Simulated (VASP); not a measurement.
**MgB2 under changes of volume**

One of the cells (9.873 Å³/atom); the others are scaled copies at fixed shape and fractional positions:

```xyz
3
Lattice="3.1054 0.0000 0.0000 -1.5527 2.6894 0.0000 0.0000 0.0000 3.5463" Properties=species:S:1:pos:R:3 pbc="T T T"
Mg    0.0000    0.0000    0.0000
B     1.5527    0.8965    1.7732
B     0.0000    1.7929    1.7732
```

```yaml
Program: VASP 6.6.1
Functional: PBEsol
Potentials_or_basis: VASP PAW PBE potentials, release 64 (Mg, B)
Cutoff: 520 eV
k_mesh: 10 × 10 × 8
Occupations: fermi-dirac, width 0.05 eV
Spin: no spin polarisation
```

| volume (Å³/atom) | energy over the lowest point (meV/atom) | pressure (GPa) |
| --- | --- | --- |
| 9.098 | 8.51 | 7.1 |
| 9.292 | 2.13 | 3.4 |
| 9.485 | 0.00 | 0.0 |
| 9.873 | ? | ? |
| 10.066 | 15.50 | -8.3 |
| 10.260 | 26.90 | -10.7 |

Task: What does the run at 9.873 Å³/atom give?

Result: Energy over the lowest point 7.01 meV/atom; pressure -5.8 GPa.

Worked out: A Birch-Murnaghan fit of order 3 (a polynomial in V^(-2/3)) to the other rows has its minimum at 9.49 Å³/atom with B0 = V·E''(V) = 156 GPa and B' = 3.7 at fixed shape and positions, which overstates the stiffness. It gives 7.05 meV/atom at 9.873 Å³/atom, against the run's 7.01, and -dE/dV = -5.7 GPa, against -5.8.

Energies are extrapolated to zero smearing.

Caveats: the PAW data sets were made with another functional, which shifts forces and pressure a little.
